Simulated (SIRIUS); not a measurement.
The system is ZrO.

```
Zr O
1.0
     1.82664   -2.91885    0.00000
     1.82664    2.91885    0.00000
     0.00000    0.00000    2.61994
Zr O
1 1
Direct
  0.00000 0.00000 0.00000
  0.50000 0.50000 0.00000
```

The cell was built by a generator and needn't be a form met in nature.

Base run:

- Program: SIRIUS 7.10.0
- Functional: PW91
- Potentials or basis: PseudoDojo 0.4.1 PBE standard (scalar relativistic)
- Cutoff: 1152 eV
- Density cutoff: 4606 eV
- k mesh: 6 × 6 × 7
- Occupations: fermi-dirac, width 0.05 eV
- Spin: no spin polarisation

Its results: band gap on the k mesh none (metal or under the smearing width); pressure 65.8 GPa.

**Question.** The run is repeated on the same cell with these changes: functional from PW91 to AM05; libxc names from ["XC_GGA_X_PW91", "XC_GGA_C_PW91"] to ["XC_GGA_X_AM05", "XC_GGA_C_AM05"]. What comes out?

**Answer.** Band gap on the k mesh none (metal or under the smearing width); pressure 60.2 GPa.

Caveats: a pressure of tens of GPa on the cell as given is suspect, and the run, the potentials or the cell itself is likely at fault; the potentials were made for another functional, which shifts forces and pressure.
